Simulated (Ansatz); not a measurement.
**Electric field gradients in Al₂O₃ at a changed volume**

The cell is a refined structure from the COD, relaxed with PBE at fixed cell and then changed (volume scaled by 1.04, ions relaxed).

```cif
data_Al2O3
_symmetry_space_group_name_H-M 'R-3c:H'
_symmetry_Int_Tables_number 167
_cell_length_a 4.8231
_cell_length_b 4.8231
_cell_length_c 13.1666
_cell_angle_alpha 90.000
_cell_angle_beta 90.000
_cell_angle_gamma 120.000
loop_
_atom_site_label
_atom_site_type_symbol
_atom_site_symmetry_multiplicity
_atom_site_Wyckoff_symbol
_atom_site_fract_x
_atom_site_fract_y
_atom_site_fract_z
Al Al 12 c 0.0000 0.0000 0.8522
O O 18 e 0.9728 0.3333 0.0833
```

One atom of each set is listed; the run and its k-mesh use a cell of 10 atoms with edges of 5.20, 5.20, 5.20 Å.

Method: Kohn–Sham DFT in Ansatz, PBE, plane waves and PAW, scalar-relativistic, 420 eV cutoff, Γ-centred 8×8×8 k-points, Fermi–Dirac smearing 0.02 eV.

Conventions: |V_zz| ≥ |V_yy| ≥ |V_xx|, η = (V_xx − V_yy)/V_zz, C_Q = eQV_zz/h.

Al-27: I = 5/2, Q = 146.6 mb; ¹⁷O: I = 5/2, Q = -25.58 mb. Q values from Pyykkö, Mol. Phys. 116, 1328 (2018).

```csv
site,atoms,first shell,V_zz (10²¹ V/m²),η,C_Q (MHz)
Al,4,6 O at 1.88–2.00 Å,0.54,0.00,1.91
O,6,4 Al at 1.88–2.00 Å; also 2 Al at 3.26 Å,-4.05,0.52,2.51
```

An axis of threefold or higher order runs through Al, so V_zz lies along it and η is zero.
